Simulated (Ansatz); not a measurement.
## Structure relaxation of Mo3Se

Computed with DFT PBE, scalar-relativistic, plane waves, PAW (Ansatz). Cutoff 420 eV, Γ-centred k mesh, Gaussian smearing, no spin polarisation in the final step.

Mo3Se was placed on the A15 structure type (Pm-3n, No. 223), with Se in place of Si, Mo in place of Cr, at a guessed volume.

```
CELL_PARAMETERS angstrom
5.26233 0.00000 0.00000
0.00000 5.26233 0.00000
0.00000 0.00000 5.26233
ATOMIC_POSITIONS crystal
Mo 0.00000 0.50000 0.25000
Mo 0.00000 0.50000 0.75000
Mo 0.25000 0.00000 0.50000
Mo 0.75000 0.00000 0.50000
Mo 0.50000 0.75000 0.00000
Mo 0.50000 0.25000 0.00000
Se 0.00000 0.00000 0.00000
Se 0.50000 0.50000 0.50000
```

Steps on the 4×4×4 mesh (8 atoms). 3 of 4 steps are shown, and the free energy counts from the last. Trial steps that were taken back and renewals of the plane-wave basis can be among the rows.

| step | ΔF (meV/atom) | V (Å³/atom) | P (GPa) |
| --- | --- | --- | --- |
| 1 | 210.3 | 18.22 | -22.48 |
| 2 | -0.4 | 15.68 | -0.67 |
| 4 | 0.0 | 15.61 | 0.24 |

A final relaxation ran on a 8×8×8 mesh. The relaxed crystal, Pm-3n (No. 223):

Space group Pm-3n (No. 223). a = 4.997 Å, b = 4.997 Å, c = 4.997 Å, α = 90.00°, β = 90.00°, γ = 90.00°
```tsv
atom	site	symmetry	x	y	z
Mo	6c	-4m.2	0.0000	0.5000	0.2500
Se	2a	m-3.	0.0000	0.0000	0.0000
```

```yaml
Volume_per_atom: 15.60 Å³
Density: 9.76 g/cm³
Energy_over_the_elements: 0.31 eV/atom
Gap_on_the_8×8×8_mesh: 0 eV (a metal)
```

Formation energies are uncorrected and refer to the elements' standard structures at the same level.

The final run used a 8×8×8 mesh on its 8-atom cell and 0.10 eV smearing. The k mesh leaves about 4 meV/atom of noise in metals.

A structure relaxed within its symmetry needn't be a true minimum.

Cost: 3 runs of about 1.2 core-minutes in all, on Intel Xeon 6975P-C (Granite Rapids) (shared hosts).